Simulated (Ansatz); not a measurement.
## KCl, one cell by several methods

```
K Cl
1.0
     0.00000    3.15610    3.15610
     3.15610    0.00000    3.15610
     3.15610    3.15610    0.00000
K Cl
1 1
Direct
  0.00000 0.00000 0.00000
  0.50000 0.50000 0.50000
```

Atom numbers follow the list: K1, Cl2.

The cell is a measured one (Crystallography Open Database entry 9003114); the temperature and pressure of the measurement aren't taken into account, and nothing was relaxed.

Methods: DFT, PBE, PAW with Ansatz's default frozen-core files, scalar-relativistic (Ansatz 0.2.0); DFT, PBE, all-electron PAW with datasets made for the crystal, scalar-relativistic (Ansatz 0.2.0); DFT, PBE, all-electron LAPW, scalar-relativistic (Ansatz 0.2.0).

For PAW: a Γ-centred 7×7×7 k mesh, Fermi–Dirac smearing of 0.03 eV, cutoff 420 eV, no spin polarisation. The crystal-made all-electron datasets (AE datasets) take a cutoff of 220 eV at this cell. LAPW targets a basis error of 0.5 meV/atom. The Ansatz runs share mesh, smearing and spin set-up. Plane-wave (PAW) pressures include the program's estimate of the Pulay term.

Stress and pressure are positive in compression.

Levels count from the top of the valence band.

```json
{"quantity": "pressure (GPa)", "PAW": "0.58", "AE datasets": "0.58", "LAPW": "0.58"}
{"quantity": "band gap (eV)", "PAW": "5.157", "AE datasets": "5.157", "LAPW": "5.157"}
{"quantity": "highest filled level at Γ (eV)", "PAW": "0.000", "AE datasets": "0.000", "LAPW": "0.000"}
{"quantity": "lowest empty level at Γ (eV)", "PAW": "5.157", "AE datasets": "5.157", "LAPW": "5.157"}
{"quantity": "highest filled level at W (eV)", "PAW": "-0.467", "AE datasets": "-0.467", "LAPW": "-0.467"}
{"quantity": "lowest empty level at W (eV)", "PAW": "8.014", "AE datasets": "8.014", "LAPW": "8.015"}
{"quantity": "highest filled level at K (eV)", "PAW": "-0.284", "AE datasets": "-0.284", "LAPW": "-0.284"}
{"quantity": "lowest empty level at K (eV)", "PAW": "7.266", "AE datasets": "7.266", "LAPW": "7.266"}
```
